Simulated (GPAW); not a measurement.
# PbSe (honeycomb monolayer): sheet polarisability

Aim: the sheet polarisability of PbSe (honeycomb monolayer), with and without local fields.

Main program and level: GPAW 26.7.0; PBE and many-body steps on it, plane waves.

## (1) Set-up

The cell holds 2 atoms: 1 Pb and 1 Se. Cell: a = 4.077 Å, b = 4.077 Å, c = 11.400 Å, α = 90.0°, β = 90.0°, γ = 120.0°. Vacuum lies along c.

As a file:

```xyz
2
Lattice="4.0769 0.0000 0.0000 -2.0384 3.5307 0.0000 0.0000 0.0000 11.4000" Properties=species:S:1:pos:R:3
Pb    0.0000    2.3538    4.9230
Se    2.0384    1.1769    6.4770
```

The structure was relaxed with PBE. The runs that relaxed it are not among those shown. Spin-orbit coupling is left out unless a step names it.

## (2) Empty states on the mesh, 15×15×1 mesh, 218 bands

This step: GPAW 26.7.0; DFT, PBE, plane waves, PAW.

The sums over transitions need many empty states on a uniform mesh; this step solves for them.

run.py

```python
import json
import numpy as np
from gpaw.mpi import world
from gpaw import GPAW

calc = GPAW('gs.gpw').fixed_density(kpts={'size': (15, 15, 1), 'gamma': True},
    nbands=254,
    convergence={'bands': 218},
    txt='nscf.txt')
calc.write('full.gpw', mode='all')
res = {}
kpts = calc.get_ibz_k_points()
res['kpts'] = kpts
res['eigenvalues'] = [calc.get_eigenvalues(kpt=k) for k in range(len(kpts))]
res['n_electrons'] = calc.get_number_of_electrons()

if world.rank == 0:
    with open('result.json', 'w') as f:
        json.dump(res, f, default=lambda x: x.tolist())
```

Command:

```sh
$ mpirun -n 4 gpaw python run.py
```

Numbers of over 12 decimals in the logs are rounded to 6 here.

Log:

```text
Diagonalizing LCAO Hamiltonian
Converting LCAO to pw mode
convergence criteria:
- Maximum integral of absolute [eigenst]ate change: 4e-08 eV^2 / valence electron
maximum number of iterations: 100

SCF iterations
|iter     |     time |      energy | eigst |  dens |
|iter:   1|  |             | +4.51 |       |
|iter:   2|  |             | +3.31 |       |
|iter:   3|  |             | +2.20 |       |
[...]
|iter:  15|  |             | -6.74 |       |
|iter:  16|  |             | -7.18 |       |
|iter:  17|  |             | -7.49c|       |
SCF steps: 17
  __  _  _
 | _ |_)|_||  |
 |__||  | ||/\| - 26.7.0

Input parameters:
  mode=PW(ecut=450.000000),
  convergence={'bands': 218},
  gpts=array([20, 20, 56]),
  kpts=MonkhorstPack(size=(15, 15, 1), gamma=True),
  maxiter=100,
  nbands=254,
  occupations=Occupations(name='fermi-dirac', width=0.001, fixmagmom=False),
  parallel={},
  xc=XC(name='PBE')
# Writing to full.gpw (mode='all')
  [... matrices ...]

timing:  # [seconds]
  Total: 0.121  # ━━━━━━━━━━━━━━━━━━━━━━━━━━━━━━━━━━━━━━━━━━━━━━━━━━━━━━━━━━━
```

It took 3.9 min on 4 MPI ranks of Arm Neoverse V1, shared host; peak memory 1.3 GiB.

This step gave:

- gap: 1.961 eV
- k of the valence top: 0.2, -0.0667, 0
- k of the conduction bottom: 0, 0, 0
- least direct gap: 2.058 eV
- k points computed: 27
- lowest point of the top converged band, above the valence top: 67.0263 eV

On this mesh the gap is 1.961 eV.

## (3) RPA response

The response function is computed on a frequency grid, with local fields up to the given cutoff.

This step: linear response, RPA, on PBE, plane waves, PAW.

run.py

```python
import json
import numpy as np
from gpaw.mpi import world
from gpaw.response.df import DielectricFunction

df = DielectricFunction('full.gpw',
    ecut=50,
    nbands=218,
    eta=0.2,
    frequencies={'type': 'nonlinear', 'domega0': 0.05, 'omega2': 10.0},
    intraband=False,
    truncation='2D',
    txt='df.txt')
res = {'optical': {}, 'eels': []}
for d in 'x':
    y0, y = df.get_polarizability(direction=d, xc='RPA', filename=None)
    res['optical'][d] = [y0.real, y0.imag, y.real, y.imag]
res['w'] = df.get_frequencies()
for q_c in [[0.0666666667, 0, 0], [0.2, 0, 0], [0.4666666667, 0, 0], [0.8, 0, 0], [1.2, 0, 0]]:
    res['eels'].append(df.get_eels_spectrum(q_c=q_c, xc='RPA', filename=None))

if world.rank == 0:
    with open('result.json', 'w') as f:
        json.dump(res, f, default=lambda x: x.tolist())
```

Command:

```sh
$ mpirun -n 4 gpaw python run.py
```

Log:

```text
Using integrator: PointIntegrator
NonLinearFrequencyDescriptor(from 0.000 to 84.961 eV, 377 points)
Nonperiodic BCs:  [False False  True]
Using integrator: PointIntegrator
NonLinearFrequencyDescriptor(from 0.000 to 84.961 eV, 377 points)
Nonperiodic BCs:  [False False  True]

Calculating chi0 body with:
    Ground state adapter containing:
    Number of spins: 1
    Number of kpoints: 225
    Number of irreducible kpoints: 27
    Number of completely occupied states: 10
    Number of partially occupied states: 10
    Occupied states memory: 3.41796875 M / cpu

    Linear response parametrization:
    q_c: [0.0, 0.0, 0.0]
    Number of frequency points: 377
    Planewave cutoff: 50.0
    Number of bands: 218
    Number of planewaves: 139
    Broadening (eta): 0.2
    comm.size: 4
    kncomm.size: 4
    blockcomm.size: 1

    Memory estimate of potentially large arrays:
        chi0_wGG: 111.145279 M / cpu
Integrating chi0 body.

Symmetries of q_c:
    Direct symmetries (Uq -> q): 6
    Indirect symmetries (TUq -> q): 6
In total 12 allowed symmetries.

  [... matrices ...]
27 groups of equivalent kpoints. 88.0% reduction.

Integral kind: spectral function

Calculating chi0 optical extensions with:
    Ground state adapter containing:
    Number of spins: 1
    Number of kpoints: 225
    Number of irreducible kpoints: 27
    Number of completely occupied states: 10
    Number of partially occupied states: 10
    Occupied states memory: 3.41796875 M / cpu

    Linear response parametrization:
    Number of frequency points: 377
    Planewave cutoff: 50.0
    Number of bands: 218
    Number of planewaves: 139
    Broadening (eta): 0.2
Integrating chi0 head and wings.

Symmetries of q_c:
    Direct symmetries (Uq -> q): 6
    Indirect symmetries (TUq -> q): 6
In total 12 allowed symmetries.

  [... matrices ...]
27 groups of equivalent kpoints. 88.0% reduction.

Integral kind: spectral function wings

Calculating chi0 body with:
    Ground state adapter containing:
    Number of spins: 1
    Number of kpoints: 225
    Number of irreducible kpoints: 27
    Number of completely occupied states: 10
    Number of partially occupied states: 10
    Occupied states memory: 3.41796875 M / cpu

    Linear response parametrization:
    q_c: [0.0666666667, 0.0, 0.0]
    Number of frequency points: 377
    Planewave cutoff: 50.0
    Number of bands: 218
    Number of planewaves: 134
    Broadening (eta): 0.2
    comm.size: 4
    kncomm.size: 4
    blockcomm.size: 1

    Memory estimate of potentially large arrays:
        chi0_wGG: 103.293030 M / cpu
Integrating chi0 body.

Symmetries of q_c:
    Direct symmetries (Uq -> q): 2
    Indirect symmetries (TUq -> q): 0
In total 2 allowed symmetries.

  [... matrices ...]
120 groups of equivalent kpoints. 46.666667% reduction.

Integral kind: spectral function

[... 4 further calls ...]
```

Wall time 1.9 min (4 MPI ranks); peak memory 2.4 GiB.

Numbers from this step:

| Item | Value |
| --- | --- |
| static polarisability of the sheet (Å) | 2.844 |
| the same without local fields | 3.426 |

The static value is 2.84.

The Im polarisability of the sheet has structure finer than the step of the table below, so its rows give means over 1 eV, whole bins alone (the curve runs from 0 to 39.8 eV). Peaks (eV: height): xx, no local fields 3.4: 6.40, 4.6: 5.18; xx, local fields 3.4: 5.17, 5.0: 4.21.

RPA, broadening 0.2 eV. Table of Im polarisability of the sheet by photon energy; means over each step:

| photon energy (eV) | xx, no local fields (Å) | xx, local fields (Å) |
| --- | --- | --- |
| 1 | 0.161 | 0.129 |
| 2 | 1.37 | 1.10 |
| 3 | 5.13 | 3.99 |
| 4 | 4.45 | 3.39 |
| 5 | 4.24 | 3.77 |
| 6 | 1.48 | 1.74 |
| 7 | 0.777 | 0.845 |
| 8 | 0.855 | 0.681 |
| 9 | 0.844 | 0.607 |
| 10 | 0.786 | 0.591 |
| 11 | 0.651 | 0.495 |
| 12 | 0.363 | 0.436 |
| 13 | 0.218 | 0.236 |
| 14 | 0.201 | 0.166 |
| 15 | 0.180 | 0.165 |
| 16 | 0.144 | 0.141 |
| 17 | 0.105 | 0.135 |
| 18 | 0.130 | 0.130 |
| 19 | 0.133 | 0.135 |
| 20 | 0.213 | 0.175 |
| 21 | 0.143 | 0.192 |
| 22 | 0.0637 | 0.0971 |
| 23 | 0.0528 | 0.0764 |
| 24 | 0.0570 | 0.0762 |
| 25 | 0.0570 | 0.0730 |
| 26 | 0.0562 | 0.0719 |
| 27 | 0.0545 | 0.0668 |
| 28 | 0.0545 | 0.0648 |
| 29 | 0.0562 | 0.0667 |
| 30 | 0.0592 | 0.0730 |
| 31 | 0.0481 | 0.0605 |
| 32 | 0.0440 | 0.0524 |
| 33 | 0.0395 | 0.0427 |
| 34 | 0.0417 | 0.0404 |
| 35 | 0.0418 | 0.0374 |
| 36 | 0.0473 | 0.0389 |
| 37 | 0.0464 | 0.0395 |
| 38 | 0.0441 | 0.0391 |
| 39 | 0.0412 | 0.0376 |

## (4) RPA response, local-field cutoff (15×15×1 mesh, 218 bands, screening to 15 eV, broadening 0.2 eV)

Edit run.py of step 3 so:

```diff
@@ -6,3 +6,3 @@
 df = DielectricFunction('full.gpw',
-    ecut=50,
+    ecut=15,
     nbands=218,
@@ -18,3 +18,3 @@
 res['w'] = df.get_frequencies()
-for q_c in [[0.0666666667, 0, 0], [0.2, 0, 0], [0.4666666667, 0, 0], [0.8, 0, 0], [1.2, 0, 0]]:
+for q_c in [[0.4666666667, 0, 0]]:
     res['eels'].append(df.get_eels_spectrum(q_c=q_c, xc='RPA', filename=None))
```

Command:

```sh
$ mpirun -n 4 gpaw python run.py
```

Log:

```text
Using integrator: PointIntegrator
NonLinearFrequencyDescriptor(from 0.000 to 84.961 eV, 377 points)
Nonperiodic BCs:  [False False  True]
Using integrator: PointIntegrator
NonLinearFrequencyDescriptor(from 0.000 to 84.961 eV, 377 points)
Nonperiodic BCs:  [False False  True]

Calculating chi0 body with:
    Ground state adapter containing:
    Number of spins: 1
    Number of kpoints: 225
    Number of irreducible kpoints: 27
    Number of completely occupied states: 10
    Number of partially occupied states: 10
    Occupied states memory: 3.41796875 M / cpu

    Linear response parametrization:
    q_c: [0.0, 0.0, 0.0]
    Number of frequency points: 377
    Planewave cutoff: 15.0
    Number of bands: 218
    Number of planewaves: 25
    Broadening (eta): 0.2
    comm.size: 4
    kncomm.size: 4
    blockcomm.size: 1

    Memory estimate of potentially large arrays:
        chi0_wGG: 3.595352 M / cpu
Integrating chi0 body.

Symmetries of q_c:
    Direct symmetries (Uq -> q): 6
    Indirect symmetries (TUq -> q): 6
In total 12 allowed symmetries.

  [... matrices ...]
27 groups of equivalent kpoints. 88.0% reduction.

Integral kind: spectral function

Calculating chi0 optical extensions with:
    Ground state adapter containing:
    Number of spins: 1
    Number of kpoints: 225
    Number of irreducible kpoints: 27
    Number of completely occupied states: 10
    Number of partially occupied states: 10
    Occupied states memory: 3.41796875 M / cpu

    Linear response parametrization:
    Number of frequency points: 377
    Planewave cutoff: 15.0
    Number of bands: 218
    Number of planewaves: 25
    Broadening (eta): 0.2
Integrating chi0 head and wings.

Symmetries of q_c:
    Direct symmetries (Uq -> q): 6
    Indirect symmetries (TUq -> q): 6
In total 12 allowed symmetries.

  [... matrices ...]
27 groups of equivalent kpoints. 88.0% reduction.

Integral kind: spectral function wings

Calculating chi0 body with:
    Ground state adapter containing:
    Number of spins: 1
    Number of kpoints: 225
    Number of irreducible kpoints: 27
    Number of completely occupied states: 10
    Number of partially occupied states: 10
    Occupied states memory: 3.41796875 M / cpu

    Linear response parametrization:
    q_c: [0.4666666667, 0.0, 0.0]
    Number of frequency points: 377
    Planewave cutoff: 15.0
    Number of bands: 218
    Number of planewaves: 24
    Broadening (eta): 0.2
    comm.size: 4
    kncomm.size: 4
    blockcomm.size: 1

    Memory estimate of potentially large arrays:
        chi0_wGG: 3.3134765625 M / cpu
Integrating chi0 body.

Symmetries of q_c:
    Direct symmetries (Uq -> q): 2
    Indirect symmetries (TUq -> q): 0
In total 2 allowed symmetries.

  [... matrices ...]
120 groups of equivalent kpoints. 46.666667% reduction.

Integral kind: spectral function
```

Elapsed: 30 s, on 4 MPI ranks; peak memory 1.4 GiB.

This step gave:

```yaml
static_polarisability_of_the_sheet_a: 3.029
the_same_without_local_fields: 3.426
```

The static value is 3.03.

## (5) RPA response, fewer bands (15×15×1 mesh, 15 bands, screening to 50 eV, broadening 0.2 eV)

Edit run.py of step 4 so:

```diff
@@ -6,4 +6,4 @@
 df = DielectricFunction('full.gpw',
-    ecut=15,
-    nbands=218,
+    ecut=50,
+    nbands=15,
     eta=0.2,
@@ -18,3 +18,3 @@
 res['w'] = df.get_frequencies()
-for q_c in [[0.4666666667, 0, 0]]:
+for q_c in []:
     res['eels'].append(df.get_eels_spectrum(q_c=q_c, xc='RPA', filename=None))
```

Command:

```sh
$ mpirun -n 4 gpaw python run.py
```

Log:

```text
Using integrator: PointIntegrator
NonLinearFrequencyDescriptor(from 0.000 to 24.258 eV, 243 points)
Nonperiodic BCs:  [False False  True]
Using integrator: PointIntegrator
NonLinearFrequencyDescriptor(from 0.000 to 24.258 eV, 243 points)
Nonperiodic BCs:  [False False  True]

Calculating chi0 body with:
    Ground state adapter containing:
    Number of spins: 1
    Number of kpoints: 225
    Number of irreducible kpoints: 27
    Number of completely occupied states: 10
    Number of partially occupied states: 10
    Occupied states memory: 3.41796875 M / cpu

    Linear response parametrization:
    q_c: [0.0, 0.0, 0.0]
    Number of frequency points: 243
    Planewave cutoff: 50.0
    Number of bands: 15
    Number of planewaves: 139
    Broadening (eta): 0.2
    comm.size: 4
    kncomm.size: 4
    blockcomm.size: 1

    Memory estimate of potentially large arrays:
        chi0_wGG: 71.640060 M / cpu
Integrating chi0 body.

Symmetries of q_c:
    Direct symmetries (Uq -> q): 6
    Indirect symmetries (TUq -> q): 6
In total 12 allowed symmetries.

  [... matrices ...]
27 groups of equivalent kpoints. 88.0% reduction.

Integral kind: spectral function

Calculating chi0 optical extensions with:
    Ground state adapter containing:
    Number of spins: 1
    Number of kpoints: 225
    Number of irreducible kpoints: 27
    Number of completely occupied states: 10
    Number of partially occupied states: 10
    Occupied states memory: 3.41796875 M / cpu

    Linear response parametrization:
    Number of frequency points: 243
    Planewave cutoff: 50.0
    Number of bands: 15
    Number of planewaves: 139
    Broadening (eta): 0.2
Integrating chi0 head and wings.

Symmetries of q_c:
    Direct symmetries (Uq -> q): 6
    Indirect symmetries (TUq -> q): 6
In total 12 allowed symmetries.

  [... matrices ...]
27 groups of equivalent kpoints. 88.0% reduction.

Integral kind: spectral function wings
```

Wall time 4.8 s (4 MPI ranks); peak memory 1.4 GiB.

Numbers from this step:

```
static polarisability of the sheet (Å) : 2.719
the same without local fields          : 3.211
```

## (6) RPA response, scissors (15×15×1 mesh, 218 bands, screening to 50 eV, broadening 0.2 eV)

Edit run.py of step 5 so:

```diff
@@ -7,3 +7,3 @@
     ecut=50,
-    nbands=15,
+    nbands=218,
     eta=0.2,
@@ -12,2 +12,3 @@
     truncation='2D',
+    eshift=1.5,
     txt='df.txt')
```

Command:

```sh
$ mpirun -n 4 gpaw python run.py
```

Log:

```text
Using integrator: PointIntegrator
NonLinearFrequencyDescriptor(from 0.000 to 84.961 eV, 377 points)
Nonperiodic BCs:  [False False  True]
Using integrator: PointIntegrator
NonLinearFrequencyDescriptor(from 0.000 to 84.961 eV, 377 points)
Nonperiodic BCs:  [False False  True]

Calculating chi0 body with:
    Ground state adapter containing:
    Number of spins: 1
    Number of kpoints: 225
    Number of irreducible kpoints: 27
    Number of completely occupied states: 10
    Number of partially occupied states: 10
    Occupied states memory: 3.41796875 M / cpu

[...]
Ground state adapter containing:
    Number of spins: 1
    Number of kpoints: 225
    Number of irreducible kpoints: 27
    Number of completely occupied states: 10
    Number of partially occupied states: 10
    Occupied states memory: 3.41796875 M / cpu

    Linear response parametrization:
    Number of frequency points: 377
    Planewave cutoff: 50.0
    Number of bands: 218
    Number of planewaves: 139
    Broadening (eta): 0.2
Integrating chi0 head and wings.

Symmetries of q_c:
    Direct symmetries (Uq -> q): 6
    Indirect symmetries (TUq -> q): 6
In total 12 allowed symmetries.

  [... matrices ...]
27 groups of equivalent kpoints. 88.0% reduction.

Integral kind: spectral function wings
```

Elapsed: 15 s, on 4 MPI ranks; peak memory 2.3 GiB; 58 s of CPU time.

Numbers from this step:

```
static polarisability of the sheet (Å) : 2.097
the same without local fields          : 2.469
```

The static value is 2.10.

## (7) RPA response, q off the mesh (15×15×1 mesh, 218 bands, screening to 30 eV, broadening 0.2 eV)

Edit run.py of step 6 so:

```diff
@@ -6,3 +6,3 @@
 df = DielectricFunction('full.gpw',
-    ecut=50,
+    ecut=30,
     nbands=218,
@@ -12,3 +12,2 @@
     truncation='2D',
-    eshift=1.5,
     txt='df.txt')
@@ -19,3 +18,3 @@
 res['w'] = df.get_frequencies()
-for q_c in []:
+for q_c in [[0.137, 0, 0]]:
     res['eels'].append(df.get_eels_spectrum(q_c=q_c, xc='RPA', filename=None))
```

Command:

```sh
$ mpirun -n 4 gpaw python run.py
```

Log:

```text
Using integrator: PointIntegrator
NonLinearFrequencyDescriptor(from 0.000 to 84.961 eV, 377 points)
Nonperiodic BCs:  [False False  True]
Using integrator: PointIntegrator
NonLinearFrequencyDescriptor(from 0.000 to 84.961 eV, 377 points)
Nonperiodic BCs:  [False False  True]

Calculating chi0 body with:
    Ground state adapter containing:
    Number of spins: 1
    Number of kpoints: 225
    Number of irreducible kpoints: 27
    Number of completely occupied states: 10
    Number of partially occupied states: 10
    Occupied states memory: 3.41796875 M / cpu

[...]
Number of frequency points: 377
    Planewave cutoff: 30.0
    Number of bands: 218
    Number of planewaves: 59
    Broadening (eta): 0.2
    comm.size: 4
    kncomm.size: 4
    blockcomm.size: 1

    Memory estimate of potentially large arrays:
        chi0_wGG: 20.024673 M / cpu
Integrating chi0 body.

Symmetries of q_c:
    Direct symmetries (Uq -> q): 2
    Indirect symmetries (TUq -> q): 0
In total 2 allowed symmetries.

  [... matrices ...]
120 groups of equivalent kpoints. 46.666667% reduction.

Integral kind: spectral function

--- the script ended with ---
ValueError: Requested k-point is not on the grid. Please check that your q-points of interest are commensurate with the k-point grid.
```

Run time: 23 s. Hardware: 4 MPI ranks; peak memory 1.5 GiB; 50 s of CPU time.

The run stopped with an error after 23 s.

The program's words: ValueError: Requested k-point is not on the grid. Please check that your q-points of interest are commensurate with the k-point grid.

The fault put into this input: q off the mesh.

## (8) The runs together

Times are wall times on 4 MPI ranks of Arm Neoverse V1, shared host, good to a factor of about two.

The polarisability of a sheet is α = (ε − 1) L / 4π, with L the height of the cell, and does not depend on L.

| run | static polarisability (Å) | without local fields | time |
| --- | --- | --- | --- |
| RPA response | 2.84 | 3.43 | 1.9 min |
| RPA response, local-field cutoff (15×15×1 mesh, 218 bands, screening to 15 eV, broadening 0.2 eV) | 3.03 | 3.43 | 30 s |
| RPA response, fewer bands (15×15×1 mesh, 15 bands, screening to 50 eV, broadening 0.2 eV) | 2.72 | 3.21 | 4.8 s |
| RPA response, scissors (15×15×1 mesh, 218 bands, screening to 50 eV, broadening 0.2 eV) | 2.10 | 2.47 | 15 s |

## (9) Summary of results

| Item | Value |
| --- | --- |
| RPA response | static polarisability (Å) 2.84 |
| RPA response, local-field cutoff (15×15×1 mesh, 218 bands, screening to 15 eV, broadening 0.2 eV) | static polarisability (Å) 3.03 |
| RPA response, fewer bands (15×15×1 mesh, 15 bands, screening to 50 eV, broadening 0.2 eV) | static polarisability (Å) 2.72 |
| RPA response, scissors (15×15×1 mesh, 218 bands, screening to 50 eV, broadening 0.2 eV) | static polarisability (Å) 2.10 |

What this shows: In the optical limit the electronic static polarisability (Å) is 2.84, against 3.43 without local fields. RPA response, local-field cutoff (15×15×1 mesh, 218 bands, screening to 15 eV, broadening 0.2 eV): static polarisability (Å) = 3.03. RPA response, fewer bands (15×15×1 mesh, 15 bands, screening to 50 eV, broadening 0.2 eV): static polarisability (Å) = 2.72. RPA response, scissors (15×15×1 mesh, 218 bands, screening to 50 eV, broadening 0.2 eV): static polarisability (Å) = 2.10. ε(0) converges slowly with a Γ-centred mesh, and this one is not shown settled. Unless a shift is named, the levels are those of the density functional, and only a kernel with a long-range part can bind an exciton.

[Paths, hosts, dates, memory and timing lines, banners, echoed tables and standing remarks are left out of the program output.]

[Logs are printed without paths, hosts, clocks, repeated set-up lines and the standing remarks that a program may print on its own settings, such as how far it seeks lower states.]

[Runs of the session that timed out or met a known fault of the program may be left out.]

[No measured gap is set beside runs whose start may be inverted or whose files or cutoffs have a known fault.]

[Hosts, paths, dates, database ids (printed as entryN), source tags and the programs' standing remarks are cut or masked in the printed files.]
